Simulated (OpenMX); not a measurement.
# Bi2Se3 (Paraguanajuatite) under changes of volume

One of the cells (28.378 Å³/atom); the others are scaled copies at fixed shape and fractional positions:

```xyz
5
Lattice="2.0715 1.1960 9.5453 -2.0715 1.1960 9.5453 0.0000 -2.3920 9.5453" Properties=species:S:1:pos:R:3 pbc="T T T"
Bi    0.0000    0.0000   17.1587
Bi    0.0000    0.0000   11.4773
Se    0.0000    0.0000   22.5738
Se    0.0000    0.0000    6.0622
Se    0.0000    0.0000    0.0000
```

- Program: OpenMX 3.8.5
- Functional: PBE
- Potentials or basis: OpenMX 2013 PBE set, Bi8.0-s3p2d2, Se7.0-s3p2d1, fixed grid of 48 × 48 × 48 points
- k mesh: 9 × 9 × 9
- Occupations: fermi-dirac, width 0.05 eV
- Spin: no spin polarisation

| volume (Å³/atom) | energy over the lowest point (meV/atom) | gap on the mesh (eV) | largest force (eV/Å) |
| --- | --- | --- | --- |
| 26.675 | ? | ? | ? |
| 27.243 | 87.58 | 0.20 | 0.973 |
| 27.810 | 59.57 | 0.22 | 0.812 |
| 28.378 | 37.34 | 0.24 | 0.737 |
| 28.946 | 20.34 | 0.25 | 0.661 |
| 29.513 | 8.04 | 0.27 | 0.590 |
| 30.081 | 0.00 | 0.28 | 0.507 |

**Question.** What does the run at 26.675 Å³/atom give?

**Answer.** Energy over the lowest point 121.94 meV/atom; gap on the mesh 0.18 eV; largest force 1.194 eV/Å.

Worked out: A Birch-Murnaghan fit of order 3 (a polynomial in V^(-2/3)) to the other rows has no minimum within the range. It gives 122.09 meV/atom at 26.675 Å³/atom, against the run's 121.94. A straight line through the other rows of the gap, of slope 0.808 eV per unit of ln V (its deformation potential), extrapolates to 0.19 eV, against the run's 0.18.

Energies are extrapolated to zero smearing.

Caveats: the basis has few d functions beyond the semicore shells, which can make volumes several per cent too large; spin-orbit coupling is left out, which as a rule narrows the gap of such compounds by several tenths of an eV; an odd mesh through Γ misses points on the zone boundary, where band edges often lie; the basis of atomic orbitals isn't converged, which shifts pressures, moduli and gaps; forces of over 1 eV/Å show positions far from the minimum, so gaps and moduli don't describe the material at rest (some runs).
